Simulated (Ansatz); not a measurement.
I need a band structure of SnSe, space group Pmmn. Use Ansatz's Python interface. Level of theory: PBEsol, PAW, cutoff 420 eV, 4×2×6 k-points, Fermi-Dirac smearing of 0.1 eV.

```cif
data_structure
_symmetry_space_group_name_H-M 'P 1'
_symmetry_Int_Tables_number 1
_cell_length_a 5.7442
_cell_length_b 13.1330
_cell_length_c 3.0458
_cell_angle_alpha 90.000
_cell_angle_beta 90.000
_cell_angle_gamma 90.000
_cell_volume 229.77
loop_
_atom_site_label
_atom_site_type_symbol
_atom_site_fract_x
_atom_site_fract_y
_atom_site_fract_z
_atom_site_occupancy
Sn1 Sn 0.50000 0.37024 0.91328 1
Sn2 Sn 0.50000 0.62976 0.91328 1
Sn3 Sn 0.00000 0.87024 0.08672 1
Sn4 Sn 0.00000 0.12976 0.08672 1
Se1 Se 0.50000 0.16081 0.03099 1
Se2 Se 0.50000 0.83919 0.03099 1
Se3 Se 0.00000 0.66081 0.96901 1
Se4 Se 0.00000 0.33919 0.96901 1
```

`bands.py`
```python
"""Band structure of SnSe."""

import ansatz as az
import numpy as np

ECUT = 420
KGRID = (4, 2, 6)
OCCUPATIONS = "fermi_dirac"
SMEARING_WIDTH = 0.1
N_EMPTY = 6

lattice = az.Lattice.of(
    [5.744179, 0.0, 0.0],
    [0.0, 13.13297, 0.0],
    [0.0, 0.0, 3.045758],
)
sites = [
    ("Sn", [0.5, 0.370242, 0.913276]),
    ("Sn", [0.5, 0.629758, 0.913276]),
    ("Sn", [0.0, 0.870242, 0.086724]),
    ("Sn", [0.0, 0.129758, 0.086724]),
    ("Se", [0.5, 0.160812, 0.030988]),
    ("Se", [0.5, 0.839188, 0.030988]),
    ("Se", [0.0, 0.660812, 0.969012]),
    ("Se", [0.0, 0.339188, 0.969012]),
]
snse = az.Crystal(lattice=lattice)
for symbol, position in sites:
    snse = snse.atom(symbol, position)

# high-symmetry points in fractions of the reciprocal vectors
path = [
    ("G", (0.0, 0.0, 0.0)),
    ("X", (0.5, 0.0, 0.0)),
    ("S", (0.5, 0.5, 0.0)),
    ("Y", (0.0, 0.5, 0.0)),
    ("G", (0.0, 0.0, 0.0)),
    ("Z", (0.0, 0.0, 0.5)),
    ("U", (0.5, 0.0, 0.5)),
    ("R", (0.5, 0.5, 0.5)),
]
model = (
    snse.calculation()
    .basis(ECUT)
    .kpoints(*KGRID)
    .occupations(OCCUPATIONS, width=SMEARING_WIDTH)
    .functional(az.Functional.PBESOL)
    .band_structure([point for _, point in path], intervals=4)
    .scf(extra_bands=N_EMPTY)
)
def show(event):
    row = event["data"]
    if event["event"] == "scf_iter" and row.get("harris_foulkes_ev") is not None:
        print(f"  iteration {row['iter']:3d}  Harris-Foulkes {row['harris_foulkes_ev']:.5f} eV  residual {row['dr2_ev']:.2e}")


outcome = model.session().plan().execute(on_event=show)
rep = outcome.report

print("%-22s %14.5f eV" % ("F = E - TS", rep["free_energy_ev"]))
print("%-22s %14.5f eV" % ("E", rep["internal_energy_ev"]))
print("%-22s %14.5f eV" % ("Harris-Foulkes", rep["harris_foulkes_ev"]))
print("%-22s %14.5f eV" % ("Fermi level", rep["fermi_energy_ev"]))

bands = outcome.band_structure()
fermi = bands.fermi_energy_ev
print(f"zero of the bands: {fermi:.3f} eV, the Fermi level found on the SCF mesh")
for spin, channel in enumerate(bands.channels):
    levels = channel.eigenvalues_ev - fermi
    crossing = [b for b in range(levels.shape[1]) if levels[:, b].min() < 0 < levels[:, b].max()]
    print(f"channel {spin}: bands that cross the Fermi level on this path:", [b + 1 for b in crossing] or "none")
    shown = crossing or sorted(np.argsort(np.abs(levels).min(axis=0))[:2])
    for k, row in zip(bands.kpoints_frac, levels[:, shown]):
        print(f"{k[0]:7.3f} {k[1]:7.3f} {k[2]:7.3f}  ", " ".join(f"{e:8.3f}" for e in row))
```

```console
$ python bands.py
  iteration   1  Harris-Foulkes -45496.84036 eV  residual 1.66e-01
  iteration   2  Harris-Foulkes -45496.80661 eV  residual 2.18e-02
  iteration   3  Harris-Foulkes -45496.80199 eV  residual 5.15e-03
  iteration   4  Harris-Foulkes -45496.80055 eV  residual 1.63e-04
  iteration   5  Harris-Foulkes -45496.80050 eV  residual 1.35e-05
  iteration   6  Harris-Foulkes -45496.80049 eV  residual 7.54e-07
  iteration   7  Harris-Foulkes -45496.80049 eV  residual 4.75e-08
F = E - TS               -45496.80049 eV
E                        -45496.63447 eV
Harris-Foulkes           -45496.80049 eV
Fermi level                   7.98656 eV
zero of the bands: 7.987 eV, the Fermi level found on the SCF mesh
channel 0: bands that cross the Fermi level on this path: [57, 58, 59, 60, 61, 62, 63]
  0.000   0.000   0.000     -0.523    1.561    1.589    1.640    1.996    2.043    2.728
  0.125   0.000   0.000     -0.443    1.294    1.586    1.613    1.989    2.035    2.841
  0.250   0.000   0.000     -0.199    0.532    1.654    1.679    1.959    2.003    2.303
  0.375   0.000   0.000     -0.219    0.218    1.015    1.668    1.696    1.768    1.804
  0.500   0.000   0.000      0.357    0.357    0.913    0.913    1.133    1.133    1.857
  0.500   0.125   0.000      0.383    0.383    0.958    0.958    1.128    1.128    1.854
  0.500   0.250   0.000      0.436    0.436    1.087    1.087    1.118    1.118    1.847
  0.500   0.375   0.000      0.480    0.480    1.098    1.098    1.263    1.263    1.835
  0.500   0.500   0.000      0.496    0.496    1.092    1.092    1.351    1.351    1.827
  0.375   0.500   0.000      0.410    0.410    1.325    1.325    1.771    1.771    1.934
  0.250   0.500   0.000      0.768    0.768    1.661    1.661    1.857    1.857    1.989
  0.125   0.500   0.000      0.708    0.708    1.615    1.615    2.013    2.013    2.674
  0.000   0.500   0.000      0.671    0.671    1.592    1.592    2.020    2.020    2.973
  0.000   0.375   0.000      0.236    1.090    1.579    1.608    2.010    2.029    2.883
  0.000   0.250   0.000     -0.150    1.403    1.569    1.629    2.002    2.037    2.803
  0.000   0.125   0.000     -0.423    1.550    1.563    1.645    1.997    2.041    2.748
  0.000   0.000   0.000     -0.523    1.561    1.589    1.640    1.996    2.043    2.728
  0.000   0.000   0.125     -0.372    0.093    0.124    0.714    0.785    1.888    2.947
  0.000   0.000   0.250     -1.898   -1.504   -1.396   -0.669    0.304    1.882    2.283
  0.000   0.000   0.375     -2.434   -1.930   -1.596   -0.851   -0.725   -0.021    0.616
  0.000   0.000   0.500     -2.385   -2.163   -2.020   -1.587   -1.240   -0.803   -0.642
  0.125   0.000   0.500     -2.096   -1.905   -1.745   -1.710   -1.090   -0.932   -0.759
  0.250   0.000   0.500     -2.207   -2.012   -1.381   -1.246   -1.048   -0.957   -0.310
  0.375   0.000   0.500     -1.732   -1.717   -1.277   -1.173   -1.133   -0.142    0.359
  0.500   0.000   0.500     -1.971   -1.971   -1.040   -1.040   -0.341   -0.341    0.818
  0.500   0.125   0.500     -1.935   -1.935   -1.082   -1.082   -0.330   -0.330    0.811
  0.500   0.250   0.500     -1.851   -1.851   -1.193   -1.193   -0.307   -0.307    0.793
  0.500   0.375   0.500     -1.739   -1.739   -1.334   -1.334   -0.288   -0.288    0.777
  0.500   0.500   0.500     -1.661   -1.661   -1.423   -1.423   -0.280   -0.280    0.771
```

Notes:
- Absolute energies stand on the zero of these potentials, so only differences at equal settings mean something. A total without «per atom» is that of the cell as typed.
- The computed bands are complete only to about 1.6 eV above the Fermi level.
- For a metal this k-point mesh is coarse: on a finer one energies can move by several to tens of meV an atom and pressures by half a GPa or more, differences at one mesh by less.
- The zero of the levels is a convention of the potentials, so an absolute Fermi energy is no work function.
- This cell is a computed structure, which may not be the phase found in nature.
- Gaps and levels are Kohn-Sham values on a finite set of k-points, without spin-orbit coupling.
- The whole script took 26 s on 1 thread of Intel(R) Xeon(R) Processor @ 2.30GHz (shared host), peak memory 0.78 GiB.
